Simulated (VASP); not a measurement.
# Si (Fd-3m) in VASP: settings compared

The runs below take Si through single point, with PBE, r2SCAN.

All numbers are computed with VASP 6.6.1; they aren't measurements. Logs are shortened: lines on timing, memory, paths and dates and some standing lists are left out, and cuts for length are marked.

### 1 The structure

The structure is cubic, space group Fd-3m (No. 227). The conventional cell has a = 5.430 Å, b = 5.430 Å, c = 5.430 Å, α = 90.00°, β = 90.00°, γ = 90.00°. Around Si (site symmetry -43m) lie 4 Si at 2.35 Å.

### 2 Single point, PBE

Contents of INCAR:

```
SYSTEM = Si
  PREC = Accurate
  ENCUT = 520
  EDIFF = 1E-6
  ISMEAR = 0
  SIGMA = 0.05
  LREAL = .FALSE.
  LASPH = .TRUE.
  NELM = 100
  ALGO = Fast
  ISIF = 2
  LWAVE = .FALSE.
  LCHARG = .TRUE.
  GGA = PE
  LELF = .TRUE.
  LVHAR = .TRUE.
  NBANDS = 11
```

Contents of KPOINTS:

```
regular mesh
0
G
  6 6 6
  0 0 0
```

Contents of POSCAR:

```
Si
1.0
    0.0000000000      2.7150000000      2.7150000000
    2.7150000000      0.0000000000      2.7150000000
    2.7150000000      2.7150000000      0.0000000000
Si
2
Direct
    0.5000000000      0.5000000000      0.5000000000
    0.7500000000      0.7500000000      0.7500000000
```

Potentials or basis: VASP PAW PBE potentials, release 64 (Si).

Started as:

```sh
cat potpaw_PBE.64/Si/POTCAR > POTCAR
mpirun -np 1 vasp_std > vasp.out
```

OUTCAR:

```text
SYSTEM = Si
   PREC = Accurate
   ENCUT = 520
   EDIFF = 1E-6
   ISMEAR = 0
   LREAL = .FALSE.
   LASPH = .TRUE.
   NELM = 100
   ISIF = 2
   GGA = PE

 ion  position               nearest neighbor table
   1  0.500  0.500  0.500-   2 2.35   2 2.35   2 2.35   2 2.35
   2  0.750  0.750  0.750-   1 2.35   1 2.35   1 2.35   1 2.35

  LATTYP: Found a face centered cubic cell.
 ALAT       =     5.4300000000

  Lattice vectors:

 A1 = (   0.0000000000,   2.7150000000,   2.7150000000)
 A2 = (   2.7150000000,   0.0000000000,   2.7150000000)
 A3 = (   2.7150000000,   2.7150000000,   0.0000000000)

Analysis of symmetry for initial positions (statically):
=====================================================================
 Subroutine PRICEL returns:
 Original cell was already a primitive cell.

 Routine SETGRP: Setting up the symmetry group for a
 face centered cubic supercell.

 Subroutine GETGRP returns: Found 48 space group operations
 (whereof 24 operations were pure point group operations)
 out of a pool of 48 trial point group operations.

The static configuration has the point symmetry T_d .
 The point group associated with its full space group is O_h .

Analysis of symmetry for dynamics (positions and initial velocities):
=====================================================================
 Subroutine PRICEL returns:
 Original cell was already a primitive cell.

 Routine SETGRP: Setting up the symmetry group for a
 face centered cubic supercell.

 Subroutine GETGRP returns: Found 48 space group operations
 (whereof 24 operations were pure point group operations)
 out of a pool of 48 trial point group operations.

The dynamic configuration has the point symmetry T_d .
 The point group associated with its full space group is O_h .

 Subroutine INISYM returns: Found 48 space group operations
 (whereof 24 operations are pure point group operations),
 and found     1 'primitive' translations

----------------------------------------------------------------------------------------

                                     Primitive cell

  volume of cell :      40.0258

  direct lattice vectors                    reciprocal lattice vectors
     0.000000000  2.715000000  2.715000000    -0.184162063  0.184162063  0.184162063
     2.715000000  0.000000000  2.715000000     0.184162063 -0.184162063  0.184162063
     2.715000000  2.715000000  0.000000000     0.184162063  0.184162063 -0.184162063

  length of vectors
     3.839589822  3.839589822  3.839589822     0.318978049  0.318978049  0.318978049

  position of ions in fractional coordinates (direct lattice)
     0.500000000  0.500000000  0.500000000
     0.750000000  0.750000000  0.750000000

  ion indices of the primitive-cell ions
   primitive index   ion index
                 1           1
                 2           2

----------------------------------------------------------------------------------------

 KPOINTS: regular mesh

Automatic generation of k-mesh.
 Grid dimensions read from file:
 generate k-points for:    6    6    6

 Generating k-lattice:

  Cartesian coordinates                     Fractional coordinates (reciprocal lattice)
    -0.030693677  0.030693677  0.030693677     0.166666667  0.000000000  0.000000000
     0.030693677 -0.030693677  0.030693677     0.000000000  0.166666667  0.000000000
     0.030693677  0.030693677 -0.030693677     0.000000000  0.000000000  0.166666667

  Length of vectors
     0.053163008  0.053163008  0.053163008

  Shift w.r.t. Gamma in fractional coordinates (k-lattice)
     0.000000000  0.000000000  0.000000000

 Subroutine IBZKPT returns following result:
 ===========================================

 Found     16 irreducible k-points:

 Following reciprocal coordinates:
            Coordinates               Weight
  0.000000  0.000000  0.000000      1.000000
  0.166667  0.000000  0.000000      8.000000
  0.333333  0.000000  0.000000      8.000000
  0.500000  0.000000  0.000000      4.000000
  0.166667  0.166667  0.000000      6.000000
  0.333333  0.166667  0.000000     24.000000
[... 8 lines left out ...]
 -0.333333  0.333333  0.166667     24.000000
 -0.333333  0.500000  0.166667     12.000000
   k-points           NKPTS =     16   k-points in BZ     NKDIM =     16   number of bands    NBANDS=     11
   number of dos      NEDOS =    301   number of ions     NIONS =      2
   total plane-waves  NPLWV =  27000
   dimension x,y,z NGX =    30 NGY =   30 NGZ =   30
   dimension x,y,z NGXF=    60 NGYF=   60 NGZF=   60
   ions per type =               2
   NGX,Y,Z   is equivalent  to a cutoff of  12.99, 12.99, 12.99 a.u.
   NGXF,Y,Z  is equivalent  to a cutoff of  25.98, 25.98, 25.98 a.u.
 SYSTEM =  Si
   PREC   = accura    normal or accurate (medium, high low for compatibility)
   ISTART =      0    job   : 0-new  1-cont  2-samecut
   ICHARG =      2    charge: 1-file 2-atom 10-const
   ISPIN  =      1    spin polarized calculation?
   LNONCOLLINEAR =      F non collinear calculations
   LSORBIT =      F    spin-orbit coupling
   LASPH  =      T    aspherical Exc in radial PAW
   ENCUT  =  520.0 eV  38.22 Ry    6.18 a.u.   7.14  7.14  7.14*2*pi/ulx,y,z
   NELM   =    100;   NELMIN=  2; NELMDL= -5     # of ELM steps
   EDIFF  = 0.1E-05   stopping-criterion for ELM
   LREAL  =      F    real-space projection
   EDIFFG = 0.1E-04   stopping-criterion for IOM
   NSW    =      0    number of steps for IOM
   IBRION =     -1    ionic relax: 0-MD 1-quasi-New 2-CG
   NFREE  =      0    steps in history (QN), initial steepest desc. (CG)
   ISIF   =      2    stress and relaxation
   ISYM   =      2    0-nonsym 1-usesym 2-fastsym
   POTIM  = 0.5000    time-step for ionic-motion
   TEBEG  =    0.0;   TEEND  =   0.0 temperature during run
   PSTRESS=    0.0 pullay stress
   NELECT =       8.0000    total number of electrons
   NUPDOWN=      -1.0000    fix difference up-down
   EMIN   =  10.00;   EMAX   =-10.00  energy-range for DOS
   EFERMI =   0.00;   METHOD = LEGACY
   ISMEAR =     0;   SIGMA  =   0.05  broadening in eV -4-tet -1-fermi 0-gaus
   EFERMI_NEDOS =   21; number of points for ismear=-14 and -15
   IALGO  =     68    algorithm
   IMIX   =      4    mixing-type and parameters
     AMIX     =   0.40;   BMIX     =  1.00
     AMIX_MAG =   1.60;   BMIX_MAG =  1.00
  volume/ion in A,a.u.               =      20.01       135.05
  Fermi-wavevector in a.u.,A,eV,Ry     =   0.957176  1.808800 12.465458  0.916185
  Thomas-Fermi vector in A             =   2.086170
   LORBIT       =      0    0 simple, 1 ext, 2 COOP (PROOUT), +10 PAW based schemes
   GGA     = PE    functional components
   LHFCALC =     F    Hartree Fock is set to
   AEXX    =    0.0000 exact exchange contribution
   IVDW    =     0    specifies the selected vdW correction
   LEPSILON=     F    determine dielectric tensor
   LRPA    =     F    only Hartree local field effects (RPA)
 non-spin polarized calculation
 RMM-DIIS sequential band-by-band and
 Gauss-broadening in eV      SIGMA  =   0.05
  energy-cutoff  :      520.00
  volume of cell :       40.03
 maximum number of plane-waves:      1090
 NGX is ok and might be reduce to    30
   NGX = 15   NGY = 15   NGZ = 15

 number of electron       8.0000000 magnetization

 Free energy of the ion-electron system (eV)
  ---------------------------------------------------
  ext. energy  EPLUGINS =         0.00000000
  ---------------------------------------------------
  free energy    TOTEN  =       -10.82072515 eV

  energy without entropy =      -10.82072515  energy(sigma->0) =      -10.82072515

 E-fermi :   6.0846     XC(G=0):  -9.4057

 val. band max:        5.8382211389   @ k =   0.0000   0.0000   0.0000
 cond. band min:       6.5447030898   @ k =   0.5000   0.5000   0.0000
 fundamental gap:      0.7064819509
 Fermi energy:         6.0845715257

 k-point     1 :       0.0000    0.0000    0.0000
  band No.  band energies     occupation
      1      -6.1235      2.00000
      2       5.8382      2.00000
      3       5.8382      2.00000
      4       5.8382      2.00000
      5       8.4006      0.00000
      6       8.4006      0.00000
      7       8.4006      0.00000
      8       9.2171      0.00000
      9      13.5542      0.00000
     10      13.5542      0.00000
     11      13.7987      0.00000

 k-point     2 :       0.1667    0.0000    0.0000
  band No.  band energies     occupation
      1      -5.7621      2.00000
      2       3.4586      2.00000
      3       5.3880      2.00000
      4       5.3880      2.00000
      5       8.1919      0.00000
      6       9.0482      0.00000
      7       9.0482      0.00000
      8      11.3005      0.00000
      9      12.9192      0.00000
     10      12.9192      0.00000
     11      14.9283      0.00000

 k-point     3 :       0.3333    0.0000    0.0000
  band No.  band energies     occupation
      1      -4.7460      2.00000
      2       0.5049      2.00000
      3       4.8384      2.00000
      4       4.8384      2.00000
      5       7.6042      0.00000
      6       9.3427      0.00000
      7       9.3427      0.00000
      8      13.7091      0.00000
      9      13.8203      0.00000
     10      13.8203      0.00000
     11      14.9638      0.00000

 k-point     4 :       0.5000    0.0000    0.0000
  band No.  band energies     occupation
      1      -3.7906      2.00000
      2      -1.1312      2.00000
      3       4.6404      2.00000
      4       4.6404      2.00000
      5       7.3787      0.00000
      6       9.1747      0.00000
      7       9.1747      0.00000
      8      13.5652      0.00000
      9      16.3852      0.00000
     10      16.3853      0.00000
     11      17.1954      0.00000

 k-point     5 :       0.1667    0.1667    0.0000
  band No.  band energies     occupation
      1      -5.6391      2.00000
      2       3.8029      2.00000
      3       4.6453      2.00000
      4       4.6453      2.00000
      5       7.5416      0.00000
      6      10.1422      0.00000
      7      10.1833      0.00000
      8      10.1833      0.00000
      9      12.4547      0.00000
     10      14.0922      0.00000
     11      15.6012      0.00000
[... 99 lines left out ...]
 k-point    13 :       0.5000    0.5000    0.0000
  band No.  band energies     occupation
      1      -1.9771      2.00000
      2      -1.9771      2.00000
      3       2.9865      2.00000
      4       2.9865      2.00000
      5       6.5447      0.00000
      6       6.5447      0.00000
      7      15.9560      0.00000
      8      15.9560      0.00000
      9      16.8113      0.00000
     10      16.8113      0.00000
     11      18.3639      0.00000

 k-point    14 :       0.5000    0.3333    0.1667
  band No.  band energies     occupation
      1      -3.8328      2.00000
      2       0.1966      2.00000
      3       2.2684      2.00000
      4       3.5435      2.00000
      5       8.6902      0.00000
      6       9.5495      0.00000
      7      10.0746      0.00000
      8      12.9050      0.00000
      9      14.8410      0.00000
     10      15.7504      0.00000
     11      18.9003      0.00000

 k-point    15 :      -0.3333    0.3333    0.1667
  band No.  band energies     occupation
      1      -2.8473      2.00000
      2      -1.0036      2.00000
      3       1.8284      2.00000
      4       3.0765      2.00000
      5       9.1904      0.00000
      6       9.3963      0.00000
      7      11.9373      0.00000
      8      12.3597      0.00000
      9      13.3955      0.00000
     10      16.9410      0.00000
     11      17.8021      0.00000

 k-point    16 :      -0.3333    0.5000    0.1667
  band No.  band energies     occupation
      1      -1.8570      2.00000
      2      -1.8570      2.00000
      3       2.1930      2.00000
      4       2.1930      2.00000
      5       8.5849      0.00000
      6       8.5849      0.00000
      7      12.6028      0.00000
      8      12.6028      0.00000
      9      16.4151      0.00000
     10      16.4151      0.00000
     11      18.7990      0.00000

------------------------ aborting loop because EDIFF is reached ----------------------------------------

  FORCE on cell =-STRESS in cart. coord.  units (eV):
  Direction    XX          YY          ZZ          XY          YZ          ZX
  --------------------------------------------------------------------------------------
  -------------------------------------------------------------------------------------
  Total        0.5118527      0.5118527      0.5118527     -0.0000000      0.0000000      0.0000000
  in kB       20.4887798     20.4887798     20.4887798     -0.0000000      0.0000000      0.0000000
  external PRESSURE =      20.4887798 kB  Pullay stress =       0.0000000 kB

 VOLUME and BASIS-vectors are now :
 -----------------------------------------------------------------------------
  energy-cutoff  :      520.00
  volume of cell :       40.03
      direct lattice vectors                 reciprocal lattice vectors
     0.000000000  2.715000000  2.715000000    -0.184162063  0.184162063  0.184162063
     2.715000000  0.000000000  2.715000000     0.184162063 -0.184162063  0.184162063
     2.715000000  2.715000000  0.000000000     0.184162063  0.184162063 -0.184162063

 POSITION                                       TOTAL-FORCE (eV/Angst)
 -----------------------------------------------------------------------------------
      2.71500      2.71500      2.71500         0.000000      0.000000      0.000000
      4.07250      4.07250      4.07250        -0.000000     -0.000000     -0.000000
 -----------------------------------------------------------------------------------
    total drift:                               -0.000000     -0.000000     -0.000000

  FREE ENERGIE OF THE ION-ELECTRON SYSTEM (eV)
  ---------------------------------------------------
  free  energy   TOTEN  =       -10.8207251465 eV

  energy  without entropy=      -10.8207251465  energy(sigma->0) =      -10.82072515
```

Wall time 8.2 s (1 thread of Intel Xeon Platinum 8259CL at 2.50GHz (Skylake/Cascade Lake), shared host); peak memory 0.15 GiB.

Results:

* Free energy: -10.8207 eV
* Pressure: 2.0 GPa
* Band gap on the k mesh: 0.71 eV, indirect (least direct gap 2.56 eV)

Levels at points of the mesh, in eV from the valence-band top:
```csv
k point,band 1,band 2,band 3,band 4,band 5,band 6,band 7,band 8,band 9
"(0.00, 0.00, 0.00)",-11.96,0.00,0.00,0.00,2.56,2.56,2.56,3.38,7.72
"(0.50, 0.00, 0.00)",-9.63,-6.97,-1.20,-1.20,1.54,3.34,3.34,7.73,10.55
"(0.50, 0.50, 0.00)",-7.82,-7.82,-2.85,-2.85,0.71,0.71,10.12,10.12,10.97
```

A k mesh can miss the band edges.

### 3 Single point, r2SCAN

This run uses another cell than the first one, of 20.17 Å³/atom, 1.008 times its volume.

Contents of POSCAR:

```
Si
1.0
    0.0000000000      2.7221128717      2.7221128717
    2.7221128717      0.0000000000      2.7221128717
    2.7221128717      2.7221128717      0.0000000000
Si
2
Direct
    0.5000000000      0.5000000000      0.5000000000
    0.7500000000      0.7500000000      0.7500000000
```

Contents of INCAR.step1:

```
PREC     = Accurate       # precision mode
ENCUT    = 520            # plane-wave cutoff, eV
ISMEAR   = -5             # smearing method
SIGMA    = 0.05           # smearing width, eV
LREAL    = False          # projectors in reciprocal space
LASPH    = True           # aspherical terms in the spheres
NELM     = 100            # most SCF steps
GGA      = PE             # functional
ALGO     = Normal         # electronic algorithm
EDIFF    = 1E-4           # SCF threshold, eV
LWAVE    = True           # write WAVECAR
LCHARG   = False          # write CHGCAR
```

Contents of INCAR.step2:

```
PREC     = Accurate       # precision mode
ENCUT    = 520            # plane-wave cutoff, eV
EDIFF    = 1E-6           # SCF threshold, eV
ISMEAR   = 0              # smearing method
SIGMA    = 0.05           # smearing width, eV
LREAL    = False          # projectors in reciprocal space
LASPH    = True           # aspherical terms in the spheres
NELM     = 100            # most SCF steps
ALGO     = Normal         # electronic algorithm
ISIF     = 2              # what is computed and relaxed
LWAVE    = False          # write WAVECAR
LCHARG   = False          # write CHGCAR
METAGGA  = R2SCAN         # meta-GGA
LMIXTAU  = True         
LORBIT   = 10             # projections on sites
ISTART   = 1
```

Contents of KPOINTS:

```
Automatic mesh
0
Gamma
  14 14 14
```

Potentials or basis: VASP PAW PBE potentials, release 64 (Si).

Started as:

```sh
cat potpaw_PBE.64/Si/POTCAR > POTCAR
cp INCAR.step1 INCAR
mpirun -np 1 vasp_std > vasp.out
cp INCAR.step2 INCAR
mpirun -np 1 vasp_std > vasp.out
```

Run time: 1.8 min. Hardware: 1 thread of Intel Xeon Platinum 8259CL at 2.50GHz (Skylake/Cascade Lake), shared host; peak memory 0.18 GiB.

It converged, with:

- Free energy: -17.5504 eV
- Pressure: -0.2 GPa
- Band gap on the k mesh: 0.79 eV, indirect (least direct gap 2.76 eV)
- Valence electrons inside the program's atomic spheres: Si 1.71

Levels at points of the mesh, in eV from the valence-band top:
| k point | band 1 | band 2 | band 3 | band 4 | band 5 | band 6 | band 7 | band 8 |
| --- | --- | --- | --- | --- | --- | --- | --- | --- |
| (0.00, 0.00, 0.00) | -12.47 | 0.00 | 0.00 | 0.00 | 2.76 | 2.76 | 2.76 | 3.90 |
| (0.50, 0.00, 0.00) | -10.04 | -7.23 | -1.27 | -1.27 | 1.86 | 3.59 | 3.59 | 8.33 |
| (0.50, 0.50, 0.00) | -8.13 | -8.13 | -2.99 | -2.99 | 0.94 | 0.94 | 10.81 | 10.81 |

Caveat: the PAW data sets were made with another functional, which shifts forces and pressure a little. r2SCAN opens gaps a little over a GGA but as a rule still falls short of measured ones.

(Part 1 of 2 ends here.)
